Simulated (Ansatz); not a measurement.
Sb, 2 atoms in the cell. It takes space group P6_3/mmc (No. 194, hexagonal). Conventional cell: a = 3.355 Å, b = 3.355 Å, c = 5.470 Å, α = 90.00°, β = 90.00°, γ = 120.00°. Sb (site symmetry -6m2) is surrounded by 12 Sb at 3.35 Å. This isn't the form of Sb at room conditions, which is rhombohedral.

| Item | Value |
| --- | --- |
| Program | Ansatz 0.2.0 |
| Task | single point |
| Functional | r2SCAN0 form with a typed share of exact exchange |
| Potentials or basis | Ansatz PAW |
| Cutoff | 500 eV (not typed: the program's choice for these potentials) |
| k mesh | 5 × 5 × 3 |
| Occupations | fermi-dirac, width 0.05 eV |
| Spin | no spin polarisation |
| Share of exact exchange | 0.5 |

Potentials or basis: Ansatz PAW.

Command:

```sh
$ ansatz run input.yaml --threads 2 --pin off --max-ram 5632MiB --backend cpu --events-out ev --progress --plain --runs-dir out
```

Hardware: 2 threads of Intel(R) Xeon(R) Platinum 8375C CPU @ 2.90GHz (Ice Lake), on a shared host.

Q: Estimate the wall time of this run.

A: It took 19 s on 2 threads of Intel(R) Xeon(R) Platinum 8375C CPU @ 2.90GHz (Ice Lake), with other jobs on the host, peak memory 0.97 GiB. Counts: scf iterations 20, plane waves 1351, k points 10, bands 19.
